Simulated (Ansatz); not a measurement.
Input, command and steps of an Ansatz relaxation.

```yaml
crystal:
  lattice:
    - [0.0, 2.2023377811, 2.2023377811]
    - [2.2023377811, 0.0, 2.2023377811]
    - [2.2023377811, 2.2023377811, 0.0]
  atoms:
    - { symbol: Ga, position: [0.0, 0.0, 0.0] }
    - { symbol: "N", position: [0.75, 0.75, 0.75] }
basis:
  ecutwfc: 420
kpoints:
  mp_grid: { grid: [10, 10, 10] }
hamiltonian:
  xc: pbe
scf:
  occupations: { method: gaussian, width: 0.02 }
output:
  forces: true
  stress: true
  eigenvalues: true
  write_density: true
  write_potential: true
  elf: true
  volumetric_format: npy
relax:
  adjacent_minimum: "off"
  f_tol: 0.008
  max_steps: 50
  cell: { stress_tol: 0.08, p_target: 20.0 }
```

```bash
ansatz run input.yaml --threads 1 --pin off --max-ram 2560MiB --backend cpu --events-out ev --progress --plain --runs-dir out
```

Level of theory: DFT PBE, scalar-relativistic, plane waves, PAW (Ansatz).

Of 4 frames 3 are shown, positions in Å and forces in eV/Å; the SCF threshold varies from step to step. Steps run on the plane waves of an earlier cell, with a Pulay correction in the pressure. The basis is chosen afresh for the last frame, the zero of the energies, and at times for earlier ones too; energy and pressure step there, also at an unchanged geometry. The relaxation lowers the enthalpy F + PV at the target pressure, so the free energy itself can rise.

```xyz
2
Lattice="0.0000 2.2023 2.2023 2.2023 0.0000 2.2023 2.2023 2.2023 0.0000" Properties=species:S:1:pos:R:3:forces:R:3 pbc="T T T" step=1 free_energy_over_end_meV_per_atom=2.61 pressure_GPa=20.51
Ga    0.0000    0.0000    0.0000    0.0000    0.0000    0.0000
N     3.3035    3.3035    3.3035    0.0000    0.0000    0.0000
2
Lattice="0.0000 2.2033 2.2033 2.2033 0.0000 2.2033 2.2033 2.2033 0.0000" Properties=species:S:1:pos:R:3:forces:R:3 pbc="T T T" step=2 free_energy_over_end_meV_per_atom=0.87 pressure_GPa=20.16
Ga    0.0000    0.0000    0.0000    0.0000    0.0000    0.0000
N     3.3050    3.3050    3.3050    0.0000    0.0000    0.0000
2
Lattice="0.0000 2.2038 2.2038 2.2038 0.0000 2.2038 2.2038 2.2038 0.0000" Properties=species:S:1:pos:R:3:forces:R:3 pbc="T T T" step=4 free_energy_over_end_meV_per_atom=0.00 pressure_GPa=20.01
Ga    0.0000    0.0000    0.0000    0.0000    0.0000    0.0000
N     3.3056    3.3056    3.3056    0.0000    0.0000    0.0000
```

It took 6.8 s on 1 thread of Arm Neoverse V2, with other jobs on the host, peak memory 0.29 GiB.